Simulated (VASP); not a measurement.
# CdTe (F-43m) in VASP: further runs

The runs below take CdTe through single point, with r2SCAN.

All numbers are computed with VASP 6.6.1; they aren't measurements. Logs are shortened: lines on timing, memory, paths and dates and some standing lists are left out, and cuts for length are marked.

**The experiment to reproduce.**

From a printed reference work, data compilation, for a bulk crystal of CdTe at 0 K: band gap 1.607 eV.

The runs below are set against these values where they give the same quantity.

## Step 1: The cell of the first run

The structure is cubic, space group F-43m (No. 216). The conventional cell has a = 6.621 Å, b = 6.621 Å, c = 6.621 Å, α = 90.00°, β = 90.00°, γ = 90.00°. Within 3.8 Å of Cd (site symmetry -43m) lie 4 Te at 2.87 Å. Within 3.8 Å of Te (site symmetry -43m) lie 4 Cd at 2.87 Å.

## Step 2: Single point, r2SCAN (36.28 Å³/atom)

POSCAR reads:

```
CdTe
1.0
    0.0000000000      3.3103531480      3.3103531480
    3.3103531480      0.0000000000      3.3103531480
    3.3103531480      3.3103531480      0.0000000000
Cd Te
1 1
Direct
    0.0000000000      0.0000000000      0.0000000000
    0.2500000000      0.2500000000      0.2500000000
```

INCAR.step1 reads:

```
PREC = Accurate
ENCUT = 520
ISMEAR = 0
SIGMA = 0.02
LREAL = False
LASPH = True
NELM = 60
NBANDS = 16
GGA = PE
ALGO = Normal
EDIFF = 1E-4
LWAVE = True
LCHARG = False
```

INCAR.step2 reads:

```
PREC = Accurate
ENCUT = 520
EDIFF = 1E-6
ISMEAR = 0
SIGMA = 0.02
LREAL = False
LASPH = True
NELM = 60
ALGO = Normal
ISIF = 2
LWAVE = False
LCHARG = True
METAGGA = R2SCAN
LMIXTAU = True
LELF = True
LVHAR = True
NBANDS = 16
ISTART = 1
```

KPOINTS reads:

```
regular mesh
0
Gamma
  8 8 8
```

Potentials or basis: VASP PAW PBE potentials, release 64 (Cd, Te).

Run with:

```
cat potpaw_PBE.64/Cd/POTCAR potpaw_PBE.64/Te/POTCAR > POTCAR
cp INCAR.step1 INCAR
mpirun -np 1 vasp_std > vasp.out
cp INCAR.step2 INCAR
mpirun -np 1 vasp_std > vasp.out
```

OUTCAR:

```text
PREC = Accurate
   ENCUT = 520
   EDIFF = 1E-6
   ISMEAR = 0
   LREAL = False
   LASPH = True
   NELM = 60
   ISIF = 2
   METAGGA = R2SCAN
   ISTART = 1

 ion  position               nearest neighbor table
   1  0.000  0.000  0.000-   2 2.87   2 2.87   2 2.87   2 2.87
   2  0.250  0.250  0.250-   1 2.87   1 2.87   1 2.87   1 2.87

  LATTYP: Found a face centered cubic cell.
 ALAT       =     6.6207062960

  Lattice vectors:

 A1 = (   0.0000000000,   3.3103531480,   3.3103531480)
 A2 = (   3.3103531480,   0.0000000000,   3.3103531480)
 A3 = (   3.3103531480,   3.3103531480,   0.0000000000)

Analysis of symmetry for initial positions (statically):
=====================================================================
 Subroutine PRICEL returns:
 Original cell was already a primitive cell.

 Routine SETGRP: Setting up the symmetry group for a
 face centered cubic supercell.

 Subroutine GETGRP returns: Found 24 space group operations
 (whereof 24 operations were pure point group operations)
 out of a pool of 48 trial point group operations.

The static configuration has the point symmetry T_d .

Analysis of symmetry for dynamics (positions and initial velocities):
=====================================================================
 Subroutine PRICEL returns:
 Original cell was already a primitive cell.

 Routine SETGRP: Setting up the symmetry group for a
 face centered cubic supercell.

 Subroutine GETGRP returns: Found 24 space group operations
 (whereof 24 operations were pure point group operations)
 out of a pool of 48 trial point group operations.

The dynamic configuration has the point symmetry T_d .

 Subroutine INISYM returns: Found 24 space group operations
 (whereof 24 operations are pure point group operations),
 and found     1 'primitive' translations

----------------------------------------------------------------------------------------

                                     Primitive cell

  volume of cell :      72.5526

  direct lattice vectors                    reciprocal lattice vectors
     0.000000000  3.310353148  3.310353148    -0.151041287  0.151041287  0.151041287
     3.310353148  0.000000000  3.310353148     0.151041287 -0.151041287  0.151041287
     3.310353148  3.310353148  0.000000000     0.151041287  0.151041287 -0.151041287

  length of vectors
     4.681546318  4.681546318  4.681546318     0.261611183  0.261611183  0.261611183

  position of ions in fractional coordinates (direct lattice)
     0.000000000  0.000000000  0.000000000
     0.250000000  0.250000000  0.250000000

  ion indices of the primitive-cell ions
   primitive index   ion index
                 1           1
                 2           2

----------------------------------------------------------------------------------------

 KPOINTS: regular mesh

Automatic generation of k-mesh.
 Grid dimensions read from file:
 generate k-points for:    8    8    8

 Generating k-lattice:

  Cartesian coordinates                     Fractional coordinates (reciprocal lattice)
    -0.018880161  0.018880161  0.018880161     0.125000000  0.000000000  0.000000000
     0.018880161 -0.018880161  0.018880161     0.000000000  0.125000000  0.000000000
     0.018880161  0.018880161 -0.018880161     0.000000000  0.000000000  0.125000000

  Length of vectors
     0.032701398  0.032701398  0.032701398

  Shift w.r.t. Gamma in fractional coordinates (k-lattice)
     0.000000000  0.000000000  0.000000000

 Subroutine IBZKPT returns following result:
 ===========================================

 Found     29 irreducible k-points:

 Following reciprocal coordinates:
            Coordinates               Weight
  0.000000  0.000000  0.000000      1.000000
  0.125000  0.000000  0.000000      8.000000
  0.250000  0.000000  0.000000      8.000000
  0.375000  0.000000  0.000000      8.000000
  0.500000  0.000000  0.000000      4.000000
  0.125000  0.125000  0.000000      6.000000
[... 16 lines left out ...]
  0.500000  0.250000  0.125000     48.000000
 -0.375000  0.250000  0.125000     24.000000
 [... further k-points ...]
   k-points           NKPTS =     29   k-points in BZ     NKDIM =     29   number of bands    NBANDS=     16
   number of dos      NEDOS =    301   number of ions     NIONS =      2
   total plane-waves  NPLWV =  46656
   dimension x,y,z NGX =    36 NGY =   36 NGZ =   36
   dimension x,y,z NGXF=    72 NGYF=   72 NGZF=   72
   ions per type =               1   1
   NGX,Y,Z   is equivalent  to a cutoff of  12.78, 12.78, 12.78 a.u.
   NGXF,Y,Z  is equivalent  to a cutoff of  25.57, 25.57, 25.57 a.u.
 SYSTEM =  unknown system
   PREC   = accura    normal or accurate (medium, high low for compatibility)
   ISTART =      1    job   : 0-new  1-cont  2-samecut
   ICHARG =      0    charge: 1-file 2-atom 10-const
   ISPIN  =      1    spin polarized calculation?
   LNONCOLLINEAR =      F non collinear calculations
   LSORBIT =      F    spin-orbit coupling
   LASPH  =      T    aspherical Exc in radial PAW
   ENCUT  =  520.0 eV  38.22 Ry    6.18 a.u.   8.70  8.70  8.70*2*pi/ulx,y,z
   NELM   =     60;   NELMIN=  2; NELMDL=  0     # of ELM steps
   EDIFF  = 0.1E-05   stopping-criterion for ELM
   LREAL  =      F    real-space projection
   EDIFFG = 0.1E-04   stopping-criterion for IOM
   NSW    =      0    number of steps for IOM
   IBRION =     -1    ionic relax: 0-MD 1-quasi-New 2-CG
   NFREE  =      0    steps in history (QN), initial steepest desc. (CG)
   ISIF   =      2    stress and relaxation
   ISYM   =      2    0-nonsym 1-usesym 2-fastsym
   POTIM  = 0.5000    time-step for ionic-motion
   TEBEG  =    0.0;   TEEND  =   0.0 temperature during run
   PSTRESS=    0.0 pullay stress
   NELECT =      18.0000    total number of electrons
   NUPDOWN=      -1.0000    fix difference up-down
   EMIN   =  10.00;   EMAX   =-10.00  energy-range for DOS
   EFERMI =   0.00;   METHOD = LEGACY
   ISMEAR =     0;   SIGMA  =   0.02  broadening in eV -4-tet -1-fermi 0-gaus
   EFERMI_NEDOS =   21; number of points for ismear=-14 and -15
   IALGO  =     38    algorithm
   IMIX   =      4    mixing-type and parameters
     AMIX     =   0.40;   BMIX     =  1.00
     AMIX_MAG =   1.60;   BMIX_MAG =  1.00
  volume/ion in A,a.u.               =      36.28       244.80
  Fermi-wavevector in a.u.,A,eV,Ry     =   1.028682  1.943928 14.397517  1.058188
  Thomas-Fermi vector in A             =   2.162691
   LORBIT       =      0    0 simple, 1 ext, 2 COOP (PROOUT), +10 PAW based schemes
   METAGGA = R2SCAN    functional components
   LHFCALC =     F    Hartree Fock is set to
   AEXX    =    0.0000 exact exchange contribution
   IVDW    =     0    specifies the selected vdW correction
   LEPSILON=     F    determine dielectric tensor
   LRPA    =     F    only Hartree local field effects (RPA)
 non-spin polarized calculation
 Gauss-broadening in eV      SIGMA  =   0.02
  energy-cutoff  :      520.00
  volume of cell :       72.55
 maximum number of plane-waves:      1964
   NGX = 17   NGY = 17   NGZ = 17

 number of electron      18.0000006 magnetization

 Free energy of the ion-electron system (eV)
  ---------------------------------------------------
  ext. energy  EPLUGINS =         0.00000000
  ---------------------------------------------------
  free energy    TOTEN  =       -46.63935601 eV

  energy without entropy =      -46.63935601  energy(sigma->0) =      -46.63935601

 E-fermi :   1.6808     XC(G=0):  -8.8100

 val. band max:        1.5372770051   @ k =   0.0000   0.0000   0.0000
 cond. band min:       2.6028779155   @ k =   0.0000   0.0000   0.0000
 fundamental gap:      1.0656009104
 Fermi energy:         1.6807614739

 k-point     1 :       0.0000    0.0000    0.0000
  band No.  band energies     occupation
      1      -9.6302      2.00000
      2      -6.8264      2.00000
      3      -6.8264      2.00000
      4      -6.8264      2.00000
      5      -6.5900      2.00000
      6      -6.5900      2.00000
[... 8 lines left out ...]
     15      11.2554      0.00000
     16      11.2554      0.00000

 k-point     2 :       0.1250    0.0000    0.0000
  band No.  band energies     occupation
      1      -9.5784      2.00000
      2      -6.8167      2.00000
      3      -6.8167      2.00000
      4      -6.7801      2.00000
      5      -6.5905      2.00000
      6      -6.5905      2.00000
[... 8 lines left out ...]
     15      10.5879      0.00000
     16      10.5879      0.00000

 k-point     3 :       0.2500    0.0000    0.0000
  band No.  band energies     occupation
      1      -9.4533      2.00000
      2      -6.7949      2.00000
      3      -6.7949      2.00000
      4      -6.6314      2.00000
      5      -6.5899      2.00000
      6      -6.5899      2.00000
[... 8 lines left out ...]
     15      10.3886      0.00000
     16      10.3886      0.00000

 k-point     4 :       0.3750    0.0000    0.0000
  band No.  band energies     occupation
      1      -9.3303      2.00000
      2      -6.7762      2.00000
      3      -6.7762      2.00000
      4      -6.5855      2.00000
      5      -6.5855      2.00000
      6      -6.4015      2.00000
[... 8 lines left out ...]
     15      11.1936      0.00000
     16      11.1936      0.00000
[... 324 lines left out ...]
 k-point    22 :       0.3750    0.2500    0.1250
  band No.  band energies     occupation
      1      -9.3624      2.00000
      2      -6.7699      2.00000
      3      -6.7590      2.00000
      4      -6.6258      2.00000
      5      -6.5810      2.00000
      6      -6.4988      2.00000
[... 8 lines left out ...]
     15      11.7356      0.00000
     16      12.3302      0.00000

 k-point    23 :       0.5000    0.2500    0.1250
  band No.  band energies     occupation
      1      -9.2666      2.00000
      2      -6.7516      2.00000
      3      -6.7430      2.00000
      4      -6.6115      2.00000
      5      -6.5810      2.00000
      6      -6.2960      2.00000
[... 8 lines left out ...]
     15      11.9276      0.00000
     16      12.6207      0.00000

 k-point    24 :      -0.3750    0.2500    0.1250
  band No.  band energies     occupation
      1      -9.2280      2.00000
      2      -6.7459      2.00000
      3      -6.7370      2.00000
      4      -6.6022      2.00000
      5      -6.5846      2.00000
      6      -6.1800      2.00000
[... 8 lines left out ...]
     15      12.0450      0.00000
     16      12.5742      0.00000

 [... further k-points ...]
[... 5 lines left out ...]
  --------------------------------------------------------------------------------------
  -------------------------------------------------------------------------------------
  Total       -0.4447669     -0.4447669     -0.4447669      0.0000000      0.0000000     -0.0000000
  in kB       -9.8217775     -9.8217775     -9.8217775      0.0000000      0.0000000     -0.0000000
  external PRESSURE =      -9.8217775 kB  Pullay stress =       0.0000000 kB

 VOLUME and BASIS-vectors are now :
 -----------------------------------------------------------------------------
  energy-cutoff  :      520.00
  volume of cell :       72.55
      direct lattice vectors                 reciprocal lattice vectors
     0.000000000  3.310353148  3.310353148    -0.151041287  0.151041287  0.151041287
     3.310353148  0.000000000  3.310353148     0.151041287 -0.151041287  0.151041287
     3.310353148  3.310353148  0.000000000     0.151041287  0.151041287 -0.151041287

 POSITION                                       TOTAL-FORCE (eV/Angst)
 -----------------------------------------------------------------------------------
      0.00000      0.00000      0.00000         0.000000     -0.000000     -0.000000
      1.65518      1.65518      1.65518        -0.000000      0.000000      0.000000
 -----------------------------------------------------------------------------------
    total drift:                               -0.000001     -0.000001     -0.000001

  FREE ENERGIE OF THE ION-ELECTRON SYSTEM (eV)
  ---------------------------------------------------
  free  energy   TOTEN  =       -46.6393560057 eV

  energy  without entropy=      -46.6393560057  energy(sigma->0) =      -46.63935601
```

Run time: 85 s. Hardware: 1 thread of Intel Xeon 6975P-C, shared host; peak memory 0.23 GiB.

What came out:

- Free energy: -46.6394 eV
- Pressure: -1.0 GPa
- Band gap on the k mesh: 1.07 eV

Levels at points of the mesh, in eV from the valence-band top:
```
           k point  band 6  band 7  band 8  band 9  band 10  band 11  band 12  band 13
(0.00, 0.00, 0.00)   -8.13    0.00    0.00    0.00     1.07     5.07     5.07     5.07
(0.50, 0.00, 0.00)   -7.80   -4.13   -0.70   -0.70     2.16     5.61     5.61     7.34
(0.50, 0.50, 0.00)   -7.67   -4.04   -1.70   -1.70     2.98     3.01     9.09     9.48
```

Caveat: the PAW data sets were made with another functional, which shifts forces and pressure a little; spin-orbit coupling is left out, which moves the levels of the heavy elements.

## Step 3: Single point, r2SCAN (37.33 Å³/atom)

This run uses another cell than the first one, of 37.33 Å³/atom.

POSCAR reads:

```
CdTe
1.0
    0.0000000000      3.3421854195      3.3421854195
    3.3421854195      0.0000000000      3.3421854195
    3.3421854195      3.3421854195      0.0000000000
Cd Te
1 1
Direct
    0.0000000000      0.0000000000      0.0000000000
    0.2500000000      0.2500000000      0.2500000000
```

INCAR.step1 reads:

```
PREC = Accurate ; ENCUT = 520
ISMEAR = 0 ; SIGMA = 0.02
LREAL = F ; LASPH = T
NELM = 60 ; NBANDS = 16
GGA = PE ; ALGO = Normal
EDIFF = 1E-4 ; LWAVE = T
LCHARG = F
```

INCAR.step2 reads:

```
PREC = Accurate ; ENCUT = 520
EDIFF = 1E-6 ; ISMEAR = 0
SIGMA = 0.02 ; LREAL = F
LASPH = T ; NELM = 60
ALGO = Normal ; ISIF = 2
LWAVE = F ; LCHARG = T
METAGGA = R2SCAN ; LMIXTAU = T
LELF = T ; LVHAR = T
NBANDS = 16 ; ISTART = 1
```

KPOINTS reads:

```
Automatic mesh
0
Gamma
  8 8 8
```

Potentials or basis: VASP PAW PBE potentials, release 64 (Cd, Te).

Run with:

```
cat potpaw_PBE.64/Cd/POTCAR potpaw_PBE.64/Te/POTCAR > POTCAR
cp INCAR.step1 INCAR
mpirun -np 1 vasp_std > vasp.out
cp INCAR.step2 INCAR
mpirun -np 1 vasp_std > vasp.out
```

It took 82 s on 1 thread of Intel Xeon 6975P-C, shared host; peak memory 0.23 GiB.

Results (log left out):

```
Free energy            : -46.6198 eV
Pressure               : -1.9 GPa
Band gap on the k mesh : 0.97 eV
```

Levels at points of the mesh, in eV from the valence-band top:
```csv
k point,band 5,band 6,band 7,band 8,band 9,band 10,band 11,band 12,band 13,band 14
"(0.00, 0.00, 0.00)",-8.07,-8.07,0.00,0.00,0.00,0.97,5.08,5.08,5.08,7.75
"(0.50, 0.00, 0.00)",-8.07,-7.77,-3.98,-0.66,-0.66,2.12,5.61,5.61,7.29,8.88
"(0.50, 0.50, 0.00)",-8.05,-7.65,-3.91,-1.61,-1.61,2.97,3.06,8.93,9.33,9.33
```

Caveat: the PAW data sets were made with another functional, which shifts forces and pressure a little; spin-orbit coupling is left out, which moves the levels of the heavy elements.

## Step 4: How close it comes

Step 2. A measured gap of CdTe is 1.607 eV (0 K; a printed reference work, data compilation); the calculated 1.07 eV misses it by -0.54 eV. Spin-orbit coupling on Cd, Te is left out. The value is that of r2SCAN, without temperature or zero-point motion.
